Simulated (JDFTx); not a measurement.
# AgCl (Chlorargyrite) under changes of volume

One of the cells (20.458 Å³/atom); the others are scaled copies at fixed shape and fractional positions:

```
Ag Cl
1.0
     0.00000    2.73500    2.73500
     2.73500    0.00000    2.73500
     2.73500    2.73500    0.00000
Ag Cl
1 1
Direct
  0.00000 0.00000 0.00000
  0.50000 0.50000 0.50000
```

| Property | Result |
| --- | --- |
| Program | JDFTx 1.7.0 (patched build) |
| Functional | RPBE |
| Potentials or basis | PseudoDojo-SR-PBE-0.5-standard |
| Cutoff | 1116 eV |
| Density cutoff | 8925 eV |
| k mesh | 8 × 8 × 8 |
| Occupations | fermi-dirac, width 0.05 eV |
| Spin | no spin polarisation |

| volume (Å³/atom) | energy over the lowest point (meV/atom) | pressure (GPa) | gap on the mesh (eV) |
| --- | --- | --- | --- |
| 19.231 | ? | ? | ? |
| 19.640 | 85.01 | 10.0 | 1.08 |
| 20.049 | 61.32 | 8.4 | 1.08 |
| 20.458 | 41.33 | 7.1 | 1.09 |
| 20.868 | 24.65 | 5.9 | 1.09 |
| 21.277 | 11.05 | 4.7 | 1.10 |
| 21.686 | 0.00 | 3.8 | 1.11 |

Question: What does the run at 19.231 Å³/atom give?

Answer: Energy over the lowest point 112.85 meV/atom; pressure 11.7 GPa; gap on the mesh 1.08 eV.

Worked out: A Birch-Murnaghan fit of order 3 (a polynomial in V^(-2/3)) to the other rows has no minimum within the range. It gives 112.95 meV/atom at 19.231 Å³/atom, against the run's 112.85, and -dE/dV = 11.8 GPa, against 11.7. A straight line through the other rows of the gap, of slope 0.302 eV per unit of ln V, extrapolates to 1.07 eV, against the run's 1.08.

Energies are extrapolated to zero smearing.

Caveats: the potentials were made for another functional, which shifts forces and pressure.

A mesh can miss the band edges. Spin-orbit coupling on Ag is left out.
